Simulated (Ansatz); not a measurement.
# Al, 4 atoms: a single-point run on a GPU

Aim: the ground state of Al in a cell of 4 atoms at the typed geometry, and what it costs in time.

Computed with Ansatz 0.2 early development (run time, core levels, HSE06, PAW, unless a step's input says otherwise).

### Step 1. Starting point

Symmetry: Fm-3m, No. 225, cubic system. The conventional cell has a = 4.050 Å, b = 4.050 Å, c = 4.050 Å, α = 90.00°, β = 90.00°, γ = 90.00°. Al (site symmetry m-3m) has 12 Al at 2.86 Å as nearest neighbours.

As a file:

```
CELL_PARAMETERS angstrom
4.05000 0.00000 0.00000
0.00000 4.05000 0.00000
0.00000 0.00000 4.05000
ATOMIC_POSITIONS crystal
Al 0.00000 0.00000 0.00000
Al 0.00000 0.50000 0.50000
Al 0.50000 0.00000 0.50000
Al 0.50000 0.50000 0.00000
```

### Step 2. Running it

Input file input.yaml:

```yaml
crystal:
  lattice:
    - [4.05, 0, 0]
    - [0, 4.05, 0]
    - [0, 0, 4.05]
  atoms:
    - { symbol: Al, position: [0, 0, 0] }
    - { symbol: Al, position: [0, 0.5, 0.5] }
    - { symbol: Al, position: [0.5, 0, 0.5] }
    - { symbol: Al, position: [0.5, 0.5, 0] }
kpoints:
  mp_grid: { grid: [3, 3, 3] }
hamiltonian:
  xc: hse06
  pseudopotentials: { kind: paw, source: ansatz }
scf:
  occupations: { method: fermi_dirac, width: 0.1 eV }
  exx: { ecutfock_ratio: 2 }
output:
  core_levels: { shells: { Al: 1s }, counted_from: fermi_level }
```

Run with:

```console
ansatz run input --backend cuda --devices 0, --progress --max-ram 24GiB --threads 8 --events-out ev
```

**Question.** What will these runs give? Wanted: free energy; electrons solved for; SCF passes in all.

The runs gave:

| quantity | value |
| --- | --- |
| time per pass of the first SCF | 0.076 s |
| free energy | -9725.7245 eV (-2431.4311 eV/atom) |
| electrons solved for | 44 |
| SCF passes in all | 16 |
| cycles of the exchange loop | 3 |
| wall time | 19 s (1 × NVIDIA GB300 with 8 threads of Arm Neoverse V2 (Grace), shared host) |

In words: The largest share of the engine's clock (93 %) was the work after the first SCF. The k sampling stands for a supercell only 12 Å thick at its thinnest, so the values belong to these settings.
